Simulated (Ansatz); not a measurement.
# Ag (P6_3/mmc) in Ansatz: further runs

One crystal, Ag, is run at these levels: PBEsol; tasks: single point.

All numbers are computed with Ansatz 0.2.0; they aren't measurements. Logs are shortened: lines on timing, memory, paths and dates and some standing lists are left out, and cuts for length are marked.

### 1 The crystal as given

The structure is hexagonal, space group P6_3/mmc (No. 194). Conventional cell: a = 2.930 Å, b = 2.930 Å, c = 4.790 Å, α = 90.00°, β = 90.00°, γ = 120.00°. Around Ag (site symmetry -6m2) lie 12 Ag at 2.93 Å.

This isn't the form of Ag at room conditions, which is fcc.

### 2 Single point, PBEsol, 16.74 Å³/atom (volume scaled by 0.94)

input.yaml reads:

```yaml
crystal:
  lattice:
    - [2.8701872985, 0.0, 0.0]
    - [-1.4350936493, 2.4856551142, 0.0]
    - [0.0, 0.0, 4.6922174607]
  atoms:
    - { symbol: Ag, position: [0.6666666667, 0.3333333333, 0.75] }
    - { symbol: Ag, position: [0.3333333333, 0.6666666667, 0.25] }
kpoints:
  mp_grid: { grid: [10, 10, 6] }
scf:
  occupations: { method: fermi_dirac, width: 0.05 }
hamiltonian:
  xc: pbesol
  pseudopotentials: { kind: all_electron, lapw: { basis_error: 0.0005 } }
output:
  forces: true
  stress: true
  eigenvalues: true
```

Potentials or basis: all-electron LAPW, scalar-relativistic.

The run is started by

```bash
$ ansatz run input.yaml --threads 1 --pin off --max-ram 3072MiB --backend cpu --events-out ev --progress --plain --runs-dir out
```

Standard output:

```text
Warning: RAYON_NUM_THREADS=1 ignored (pool sized by the plan → 1); use --threads N
LAPW: plane waves up to 8.295 Å⁻¹, error target 5.0e-4 eV per atom; small_component_spin mean_spin; Ag in spheres of 1.435 Å, 19 of its electrons in bands, Dirac shells [] (how accurate: hamiltonian.pseudopotentials.lapw.basis_error, Limitations)
Engine: ansatz 0.2.0, aarch64-unknown-linux-gnu
Pseudopotentials: kind: all_electron
Pseudopotential: Ag, LAPW, valence charge 19, lapw/all_electron/scalar/gaussian/Ag, Koelling and Harmon's equation, gaussian nucleus
Functional definition: PBEsol
  exchange = pbesol_x
  correlation = pbesol_c
Crystal: 2 atoms, lattice volume = 33.476 Å³
Basis set: ecut = 262.17550599793196 eV, 313 PW (Γ), exchange–correlation at level 2
Bands: 23, of which v1, the nominal top of the filled ones, is band 19 counted from 1 (18 counted from 0)
Symmetry: 24 space group operations
Space group: P63/mmc (ITA 194), of the structure as read, at distance tolerance 3.2e-5 Å
k-points: 56 of 600
Non-local potential: Ag, projectors of the file, none
Initial density: superposition of atomic densities (chi_scale 0.1, normalization cell)
Initial wavefunctions: plane waves of lowest kinetic energy (no species holds an atomic orbital)
Functional: x = pbesol(κ = 0.804, μ = 0.12345679012345678), c = pbesol(β = 0.046)
iter 1 solved again at ethr=2.47e-4 eV; its pass at ethr=1.00e-1 eV (dr2=9.39e-2 eV) is discarded
SCF iter   1: F=—  HF=-289176.574543 eV  |F-HF|=—  |Δ(HF+E_count)|=         —  Δρ=2.20e-2  dr2=9.48e-2  ethr=2.47e-4  ⟨swp⟩=2.9  Hψ=9443  notcnv=0
preconditioner: auto → Kerker (q_TF=auto, 2.787 Å⁻¹)  [metal: Δε(μ)=0.067 eV  Ē_g=10.915 eV  σ=0.050 eV  W_gap=0.30  n_scr=10 (ndim 8)  ℏωp=30.1 eV  f_vac=0.000  D(μ)=0.87/eV (n_scr^D=2)]
iter 2 solved again at ethr=9.51e-6 eV; its pass at ethr=2.47e-4 eV (dr2=3.61e-3 eV) is discarded
SCF iter   2: F=—  HF=-289176.120232 eV  |F-HF|=—  |Δ(HF+E_count)|=   4.54e-1  Δρ=3.34e-3  dr2=3.61e-3  ethr=9.51e-6  ⟨swp⟩=2.0  Hψ=7200  notcnv=0
preconditioner: auto → none  [insulator: Δε(μ)=0.254 eV  Ē_g=11.613 eV  σ=0.050 eV  W_gap=0.71  n_scr=10 (ndim 8)  ℏωp=30.1 eV  f_vac=0.000  D(μ)=0.68/eV (n_scr^D=2)  ε∞_Penn≈7.7]
SCF iter   3: F=—  HF=-289176.003710 eV  |F-HF|=—  |Δ(HF+E_count)|=   1.17e-1  Δρ=4.61e-3  dr2=5.05e-3  ethr=9.51e-6  ⟨swp⟩=3.0  Hψ=4526  notcnv=0
SCF iter   4: F=—  HF=-289175.999379 eV  |F-HF|=—  |Δ(HF+E_count)|=   4.33e-3  Δρ=7.38e-4  dr2=1.36e-4  ethr=9.51e-6  ⟨swp⟩=2.0  Hψ=3728  notcnv=0
SCF iter   5: F=—  HF=-289175.999390 eV  |F-HF|=—  |Δ(HF+E_count)|=   1.06e-5  Δρ=1.97e-5  dr2=8.58e-8  ethr=3.58e-7  ⟨swp⟩=2.0  Hψ=3728  notcnv=0
SCF iter   6: F=-289175.999388 eV  HF=-289175.999388 eV  |F-HF|=7.22e-9  |Δ(HF+E_count)|=   2.07e-6  Δρ=5.65e-6  dr2=6.56e-9  ethr=2.26e-10  ⟨swp⟩=3.0  Hψ=4355  notcnv=0
SCF 1 converged in 6 iterations: F = -289175.999388 eV  dr2 = 6.56e-9
SCF converged after 6 iterations
Free energy (F): -289175.999388 eV
Harris-Foulkes:  -289175.999388 eV  (|F-HF|=7.22e-9)
Internal energy: -289175.993369 eV  (E = F + TS)
E sigma→0 (E₀):  -289175.996378 eV
Entropy (-TS):   -0.006019 eV (-3.010 meV/atom)
Fermi energy:    19.040034 eV
--- Per-component energies (eV) ---
  E_band       = -403.094757
  E_kinetic    = 302328.695851
  E_xc         = -7994.778101
  E_electrostatic = -583509.911119  (all electrons and nuclei)
  E_smearing   = -0.006019  (= −TS)
  E_closure    = 0.000000  (closes the sum)
  E_atoms      = -289169.418940  (free atoms, spherical and without spin; not in F)
  Σ components = -289175.999388   (vs F -289175.999388, Δ=0.00e0)
  Basis errors (estimates in eV, not in F): energy 9.0e-5 per atom: plane waves 8.7e-5 (6.4e-5 summed), levels above the bands 5.7e-59, relativity 8.3e-9, radial functions 2.5e-6, core shells 5.8e-7; eigenvalues (radial functions only) 1.8e-7; not estimated: angular momenta, meshes, grids; target (lapw.basis_error) 5.0e-4; muffin-tin radii Ag 1.435 Å
--- Forces (eV/Å), atoms counted from 1 ---
  atom   1  Ag    -0.00000000    -0.00000000     0.00000000
  atom   2  Ag     0.00000000     0.00000000     0.00000000
  max |Σ_I F_I| component: 1.16e-18 eV/Å
--- Stress (GPa, compression-positive) ---
        0.136648       0.000000       0.000000
        0.000000       0.136648       0.000000
        0.000000       0.000000      -0.516548
  P = ⅓ Tr σ = -0.0811 GPa (-0.811 kbar)
--- Band table (eV; the first three rows and the last of 56) ---
  k-point 0: bands = ["-72.8233", "-72.8043", "-36.4083", "-36.2543", "-36.2543", "-36.2312", "-36.2276", "-36.2276", "11.0763", "12.5543", "14.2323", "14.3366", "14.3366", "14.5870", "14.5870", "14.9571", "14.9571", "16.0148", "16.0148", "18.5284", "22.7307", "34.6045", "36.4839"]
  k-point 1: bands = ["-72.8220", "-72.8055", "-36.3966", "-36.2525", "-36.2525", "-36.2431", "-36.2293", "-36.2293", "11.2954", "12.5971", "14.1874", "14.2832", "14.2832", "14.5280", "14.5280", "15.1018", "15.1018", "15.9916", "15.9916", "17.3784", "24.2472", "34.3124", "36.1502"]
  k-point 2: bands = ["-72.8185", "-72.8090", "-36.3644", "-36.2758", "-36.2476", "-36.2476", "-36.2342", "-36.2342", "11.8880", "12.6685", "14.1329", "14.2365", "14.2365", "14.3964", "14.3964", "15.3961", "15.3961", "15.6432", "15.8934", "15.8934", "27.1004", "33.1223", "35.0422"]
  k-point 55: bands = ["-72.7996", "-72.7996", "-36.3750", "-36.3750", "-36.3303", "-36.3303", "-36.2666", "-36.2666", "13.3172", "13.3172", "13.8501", "13.8501", "14.3925", "14.3925", "15.0210", "15.0210", "16.0899", "16.0899", "22.2140", "22.2140", "25.2824", "25.2824", "25.6097"]
```

It took 13 s on 1 thread of Arm Neoverse V1, shared host; peak memory 0.34 GiB.

What came out:

```
Free energy            : -289175.9994 eV
Pressure               : -0.1 GPa
Band gap on the k mesh : none (metal or under the smearing width)
```

### 3 Single point, PBEsol, 17.09 Å³/atom (volume scaled by 0.96)

Edit input.yaml of step 2 so:

```diff
@@ -2,5 +2,5 @@
   lattice:
-    - [2.8701872985, 0.0, 0.0]
-    - [-1.4350936493, 2.4856551142, 0.0]
-    - [0.0, 0.0, 4.6922174607]
+    - [2.8904005511, 0.0, 0.0]
+    - [-1.4452002756, 2.5031603044, 0.0]
+    - [0.0, 0.0, 4.7252623344]
   atoms:
```

Potentials or basis: all-electron LAPW, scalar-relativistic.

The run is started by

```bash
$ ansatz run input.yaml --threads 1 --pin off --max-ram 3072MiB --backend cpu --events-out ev --progress --plain --runs-dir out
```

It took 13 s on 1 thread of Arm Neoverse V1, shared host; peak memory 0.34 GiB.

The run converged. Its results:

| Property | Result |
| --- | --- |
| Free energy | -289175.9938 eV |
| Pressure | -2.4 GPa |
| Band gap on the k mesh | none (metal or under the smearing width) |

### 4 Single point, PBEsol, 17.45 Å³/atom (volume scaled by 0.98)

Edit input.yaml of step 3 so:

```diff
@@ -2,5 +2,5 @@
   lattice:
-    - [2.8904005511, 0.0, 0.0]
-    - [-1.4452002756, 2.5031603044, 0.0]
-    - [0.0, 0.0, 4.7252623344]
+    - [2.910334978, 0.0, 0.0]
+    - [-1.455167489, 2.5204240244, 0.0]
+    - [0.0, 0.0, 4.7578513803]
   atoms:
```

The run is started by

```bash
$ ansatz run input.yaml --threads 1 --pin off --max-ram 3072MiB --backend cpu --events-out ev --progress --plain --runs-dir out
```

Run time: 13 s. Hardware: 1 thread of Arm Neoverse V1, shared host; peak memory 0.34 GiB.

The run converged. Its results:

```yaml
Free_energy: -289175.9786 eV
Pressure: -4.4 GPa
Band_gap_on_the_k_mesh: none (metal or under the smearing width)
```

### 5 Single point, PBEsol, 17.81 Å³/atom

Edit input.yaml of step 4 so:

```diff
@@ -2,5 +2,5 @@
   lattice:
-    - [2.910334978, 0.0, 0.0]
-    - [-1.455167489, 2.5204240244, 0.0]
-    - [0.0, 0.0, 4.7578513803]
+    - [2.93, 0.0, 0.0]
+    - [-1.465, 2.5374544331, 0.0]
+    - [0.0, 0.0, 4.79]
   atoms:
```

The run is started by

```bash
$ ansatz run input.yaml --threads 1 --pin off --max-ram 3072MiB --backend cpu --events-out ev --progress --plain --runs-dir out
```

It took 13 s on 1 thread of Arm Neoverse V1, shared host; peak memory 0.33 GiB.

Results (log left out):

```
Free energy            : -289175.9551 eV
Pressure               : -6.1 GPa
Band gap on the k mesh : none (metal or under the smearing width)
```

### 6 Single point, PBEsol, 18.16 Å³/atom (volume scaled by 1.02)

Edit input.yaml of step 5 so:

```diff
@@ -2,5 +2,5 @@
   lattice:
-    - [2.93, 0.0, 0.0]
-    - [-1.465, 2.5374544331, 0.0]
-    - [0.0, 0.0, 4.79]
+    - [2.949404539, 0.0, 0.0]
+    - [-1.4747022695, 2.5542592568, 0.0]
+    - [0.0, 0.0, 4.8217227788]
   atoms:
```

Potentials or basis: all-electron LAPW, scalar-relativistic.

The run is started by

```bash
$ ansatz run input.yaml --threads 1 --pin off --max-ram 3072MiB --backend cpu --events-out ev --progress --plain --runs-dir out
```

Wall time 13 s (1 thread of Arm Neoverse V1, shared host); peak memory 0.33 GiB.

It converged, with:

```
Free energy            : -289175.9244 eV
Pressure               : -7.6 GPa
Band gap on the k mesh : none (metal or under the smearing width)
```

### 7 Single point, PBEsol, 18.52 Å³/atom (volume scaled by 1.04)

Edit input.yaml of step 6 so:

```diff
@@ -2,5 +2,5 @@
   lattice:
-    - [2.949404539, 0.0, 0.0]
-    - [-1.4747022695, 2.5542592568, 0.0]
-    - [0.0, 0.0, 4.8217227788]
+    - [2.9685570532, 0.0, 0.0]
+    - [-1.4842785266, 2.5708458207, 0.0]
+    - [0.0, 0.0, 4.8530335443]
   atoms:
```

The run is started by

```bash
$ ansatz run input.yaml --threads 1 --pin off --max-ram 3072MiB --backend cpu --events-out ev --progress --plain --runs-dir out
```

It took 13 s on 1 thread of Arm Neoverse V1, shared host; peak memory 0.33 GiB.

Results (log left out):

```
Free energy            : -289175.8874 eV
Pressure               : -8.9 GPa
Band gap on the k mesh : none (metal or under the smearing width)
```

### 8 Single point, PBEsol, 18.87 Å³/atom (volume scaled by 1.06)

Edit input.yaml of step 7 so:

```diff
@@ -2,5 +2,5 @@
   lattice:
-    - [2.9685570532, 0.0, 0.0]
-    - [-1.4842785266, 2.5708458207, 0.0]
-    - [0.0, 0.0, 4.8530335443]
+    - [2.9874655697, 0.0, 0.0]
+    - [-1.4937327848, 2.5872210763, 0.0]
+    - [0.0, 0.0, 4.8839454194]
   atoms:
```

The run is started by

```bash
$ ansatz run input.yaml --threads 1 --pin off --max-ram 3072MiB --backend cpu --events-out ev --progress --plain --runs-dir out
```

Run time: 13 s. Hardware: 1 thread of Arm Neoverse V1, shared host; peak memory 0.33 GiB.

Results (log left out):

```yaml
Free_energy: -289175.8452 eV
Pressure: -10.0 GPa
Band_gap_on_the_k_mesh: none (metal or under the smearing width)
```

### 9 The reference run

An earlier run on the cell as given: functional PBEsol; potentials or basis all-electron LAPW, scalar-relativistic; cutoff 233 eV (chosen from the basis error); basis error allowed 0.001 eV/atom; k mesh 10 × 10 × 6; occupations fermi-dirac, width 0.05 eV; no spin polarisation.

- Pressure: -6.1 GPa
- Band gap on the k mesh: none (metal or under the smearing width)
